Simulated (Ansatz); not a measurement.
# TiO2 (P1) in Ansatz: notebook, part 2 of 2

Ansatz 0.2.0.

## 3. Relaxation of the atoms, PBE (strained by -2 %)

input.yaml

```yaml
crystal:
  lattice:
    - [2.9088992554, 0.0, 0.0]
    - [0.0002039217, 4.7076067549, 0.0]
    - [1.4538982287, 0.242353462, 7.0834647979]
  atoms:
    - { symbol: Ti, position: [0.00337187, 0.00038881, 0.00070319] }
    - { symbol: Ti, position: [0.34464021, 0.48025965, 0.31695987] }
    - { symbol: Ti, position: [0.66170814, 0.52047436, 0.68449636] }
    - { symbol: O, position: [0.44003816, 0.18543769, 0.1285388] }
    - { symbol: O, position: [0.77792634, 0.29772875, 0.45187807] }
    - { symbol: O, position: [0.10123624, 0.30895342, 0.80624322] }
    - { symbol: O, position: [0.90649721, 0.69183699, 0.19517157] }
    - { symbol: O, position: [0.22940715, 0.70300728, 0.54951473] }
    - { symbol: O, position: [0.56802567, 0.81530006, 0.87282718] }
hamiltonian:
  xc: pbe
  pseudopotentials: { kind: paw }
kpoints:
  mp_grid: { grid: [7, 5, 3] }
scf:
  occupations: { method: fermi_dirac, width: 0.05 }
output:
  forces: true
  stress: true
  eigenvalues: true
relax:
  f_tol: 0.01
  max_steps: 40
```

Potentials or basis: Ansatz PAW.

Command:

```bash
$ ansatz run input.yaml --threads 4 --pin off --max-ram 11264MiB --backend cpu --events-out ev --progress --plain --runs-dir out
```

Standard output:

```text
Warning: output.stress: scf.convergence.dr2_threshold = 1e-7 eV (the SCF's general default) is looser than the 9e-10 eV advised for a printed stress (1e-10 eV for each atom of the cell: 9). What an SCF threshold leaves in a stress goes as its square root, and in the free energy as the threshold itself, and one threshold admits the most on a small cell: of the crystals measured, under no hybrid functional and no lock of the moments, on runs that ended without the residual-converged pass, on stresses that held no estimate of that error, the worst erred by over 100 MPa in a component at 1e-7 eV an atom and by under 5 at 1e-10. Every solve of this run answers to scf.convergence.dr2_threshold, and the tensor of one is reported: a single SCF on the reported geometry and on this run's grids (its basis.xc_grid and basis.ecutrho_ratio typed), with scf.convergence.dr2_threshold at 9e-10 eV or tighter, prints it and tightens no other solve. Else set scf.convergence.dr2_threshold to 9e-10 eV or tighter. The threshold is an SCF's pass mark: one that does not reach it within its budget of iterations ends unconverged, or closes short of it on a stop that the run arms, and scf.convergence.dr2_threshold's page says what that costs each kind of run
Warning: RAYON_NUM_THREADS=4 ignored (pool sized by the plan → 4); use --threads N
Engine: ansatz 0.2.0, x86_64-unknown-linux-gnu
Pseudopotentials: kind: paw
Pseudopotential: Ti, paw, valence charge 12, recommended cutoff 420 eV (normal), Ti.paw.azcp
Pseudopotential: O, paw, valence charge 6, recommended cutoff 420 eV (normal), O.paw.azcp
Functional definition: PBE
  parameter kappa = 0.804
  parameter beta = 0.06672455060314922
  exchange = pbe_x(kappa = kappa, mu = beta*pi^2/3)
  correlation = pbe_c(beta = beta)
Crystal: 9 atoms, lattice volume = 97.001 Å³
Basis set: ecut = 420 eV, 1887 PW (Γ), exchange–correlation on 40×64×100 points (8 copies of the dense FFT grid, shifted against one another)
Bands: 45, of which v1, the nominal top of the filled ones, is band 36 counted from 1 (35 counted from 0)
Symmetry: 1 space group operations
Space group: P1 (ITA 1), of the structure as read, at distance tolerance 4.6e-5 Å
k-points: 53 of 105 (time reversal used)
Non-local potential: Ti, projectors of the file, l = 0: 3, l = 1: 2, l = 2: 3, l = 3: 1
[... 82 lines left out ...]
  atom   7  O     -0.00015754     0.00108925    -0.00229137
  atom   8  O     -0.00004865     0.00004704     0.00039456
  atom   9  O     -0.00044934     0.00072780     0.00110811
  max |Σ_I F_I| component: 9.15e-6 eV/Å
--- Stress (GPa, compression-positive) ---
       11.996525      -0.002910       0.008995
       -0.002910       5.330105       0.255438
        0.008995       0.255437       6.339158
  P = ⅓ Tr σ = 7.8886 GPa (78.886 kbar)
--- Band table (eV; the first three rows and the last of 53) ---
  k-point 0: bands = ["-48.3842", "-48.2451", "-48.2068", "-24.7047", "-24.6937", "-24.6223", "-24.4901", "-24.4822", "-24.4456", "-24.3686", "-24.3339", "-24.2774", "-9.7398", "-8.7632", "-8.6784", "-8.1690", "-8.1233", "-7.8144", "3.1457", "3.3774", "3.7336", "3.8557", "4.5852", "4.6607", "4.9139", "4.9450", "5.0092", "5.5233", "6.0510", "6.6734", "6.7093", "7.2377", "7.8150", "7.8251", "7.9221", "8.1245", "10.4865", "10.9857", "11.0032", "11.1011", "11.4371", "11.4646", "11.7333", "12.0680", "12.8970"]
  k-point 1: bands = ["-48.3842", "-48.2453", "-48.2067", "-24.7337", "-24.6719", "-24.5979", "-24.5119", "-24.4824", "-24.4304", "-24.3795", "-24.3332", "-24.2779", "-9.5749", "-9.1424", "-8.6342", "-8.1110", "-7.9514", "-7.8648", "2.9060", "3.4072", "3.6153", "4.1160", "4.4310", "4.6027", "4.6464", "4.9770", "5.5972", "5.8773", "6.1923", "6.6422", "6.9714", "7.0411", "7.4483", "7.5487", "7.7287", "8.1368", "10.5961", "10.9405", "11.0270", "11.2429", "11.3205", "11.3411", "11.6537", "12.3145", "12.8956"]
  k-point 2: bands = ["-48.3841", "-48.2452", "-48.2068", "-24.7304", "-24.6713", "-24.6155", "-24.4989", "-24.4819", "-24.4387", "-24.3721", "-24.3339", "-24.2777", "-9.6390", "-8.8469", "-8.7153", "-8.1554", "-8.0615", "-7.8866", "3.1135", "3.4005", "3.7076", "3.9339", "4.6013", "4.6480", "4.9041", "4.9695", "5.2145", "5.7117", "6.2440", "6.6601", "6.8475", "7.0108", "7.4786", "7.6494", "7.6988", "7.9508", "10.5345", "10.9185", "11.0584", "11.1068", "11.4445", "11.6553", "11.6808", "12.1104", "12.8488"]
  k-point 52: bands = ["-48.3373", "-48.1835", "-48.1749", "-24.9744", "-24.8360", "-24.8310", "-24.5618", "-24.5571", "-24.4649", "-24.4245", "-24.3842", "-24.3835", "-8.7197", "-8.6515", "-8.4073", "-8.1970", "-8.0710", "-7.9597", "3.5093", "3.6436", "4.0002", "4.1414", "4.3544", "4.5731", "4.6770", "5.0809", "5.2873", "5.8256", "6.0238", "6.1623", "6.4400", "6.5279", "6.7532", "6.9451", "7.1922", "7.4329", "10.7430", "10.9298", "11.4645", "11.7182", "11.7530", "11.9898", "12.0451", "12.2158", "12.3423"]
--- Relaxed structure (5 steps of the walk, 5 accepted, 0 SCFs on fresh bases) ---
  F+E_penalty+E_count = -10915.65866654 eV   max|allowed force component| = 2.772e-3 eV/Å
  atoms:
    - { symbol: Ti, position: [0.003498698417472415, 0.0003762249404695226, 0.0007043569191649718] }
    - { symbol: Ti, position: [0.34485459418056674, 0.48022717222079536, 0.31818097729341843] }
    - { symbol: Ti, position: [0.6624242458307248, 0.5205253623273172, 0.6832273320469834] }
    - { symbol: O, position: [0.43957699499900804, 0.18676656764573138, 0.12891918493152446] }
    - { symbol: O, position: [0.7772252056175277, 0.2922968498209568, 0.45364068041144007] }
    - { symbol: O, position: [0.1016286579175415, 0.30748728497942607, 0.8048604703404698] }
    - { symbol: O, position: [0.9057380494792201, 0.6932664874433252, 0.19654661856620165] }
    - { symbol: O, position: [0.23012337392641752, 0.7084556111489451, 0.5477662204668551] }
    - { symbol: O, position: [0.5677811696315216, 0.8139854494730336, 0.8724871490239419] }
```

Run time: 8.2 s. Hardware: 4 threads of AMD EPYC 9R45 (Zen 5), shared host; peak memory 0.58 GiB.

What came out:

* Free energy: -10915.6587 eV
* Energy gained by relaxing: 1.5 meV/atom
* Ionic steps: 5
* Pressure after relaxing: 7.9 GPa
* Band gap on the k mesh: 2.35 eV, indirect (least direct gap 2.36 eV)

Forces on the atoms (eV/Å):
```
Ti   0.001  0.000  0.000
Ti   0.000  0.000  0.003
Ti   0.000  0.000 -0.003
O    0.000 -0.001 -0.001
O    0.000  0.000  0.000
O    0.000 -0.001  0.002
O    0.000  0.001 -0.002
O    0.000  0.000  0.000
O    0.000  0.001  0.001
```

Stress tensor (GPa, compression positive):
```
12.00  0.00  0.01
 0.00  5.33  0.26
 0.01  0.26  6.34
```

The path:
```tsv
step	energy change (eV)	largest force (eV/Å)
1	0.0000	0.4144
2	-0.0114	0.1285
3	-0.0130	0.0528
4	-0.0131	0.0203
5	-0.0131	0.0028
```

Final structure:
```
CELL_PARAMETERS angstrom
2.90890 0.00000 0.00000
0.00020 4.70761 0.00000
1.45390 0.24235 7.08346
ATOMIC_POSITIONS crystal
Ti 0.00350 0.00038 0.00070
Ti 0.34485 0.48023 0.31818
Ti 0.66242 0.52053 0.68323
O 0.43958 0.18677 0.12892
O 0.77723 0.29230 0.45364
O 0.10163 0.30749 0.80486
O 0.90574 0.69327 0.19655
O 0.23012 0.70846 0.54777
O 0.56778 0.81399 0.87249
```

Levels at points of the mesh, in eV from the valence-band top:
```
           k point  band 34  band 35  band 36  band 37  band 38  band 39
(0.00, 0.00, 0.00)    -0.31    -0.21    -0.01     2.35     2.85     2.87
```

Caveat: odd divisions of the mesh miss points on the zone boundary, where band edges often lie, so the gap on the mesh can be too wide; the pressure holds a Pulay correction of +0.7 GPa for the finite cutoff; the thresholds are loose for stress. A k mesh can miss the band edges.
